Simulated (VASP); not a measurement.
A run of VASP 6.6.1:

Contents of INCAR:

```
SYSTEM = BN
PREC = Accurate
ENCUT = 600
EDIFF = 1E-7
ISMEAR = 0
SIGMA = 0.05
LREAL = .FALSE.
LASPH = .TRUE.
NELM = 60
ALGO = Normal
ISIF = 4
LWAVE = .FALSE.
LCHARG = .FALSE.
GGA = PE
IVDW = 12
IBRION = 2
NSW = 60
EDIFFG = -0.01
```

The input KPOINTS:

```
regular mesh
0
G
  12 12 6
  0 0 0
```

The input POSCAR:

```
BN
1.0
    2.3579777686      0.0000000000      0.0000000000
   -1.1789888843      2.0420686492      0.0000000000
    0.0000000000      0.0000000000      3.9071401253
B N
2 2
Direct
    0.6666666667      0.3333333333      0.0008790203
    0.3333333333      0.6666666667      0.5008790203
    0.6666666667      0.3333333333      0.3741209797
    0.3333333333      0.6666666667      0.8741209797
```

Potentials or basis: VASP PAW PBE potentials, release 64 (B, N).

Run with:

```sh
$ cat potpaw_PBE.64/B/POTCAR potpaw_PBE.64/N/POTCAR > POTCAR
$ mpirun -np 1 vasp_std > vasp.out
```

Hardware: 1 thread of Intel(R) Xeon(R) Platinum 8488C (Sapphire Rapids), on a shared host.

Task: How long does it take, and how much memory?

Result: Run time: 38 s on 1 thread of Intel(R) Xeon(R) Platinum 8488C (Sapphire Rapids), on a shared host, peak memory 0.16 GiB. Counts: scf iterations 34, k points 76, ion steps 6.
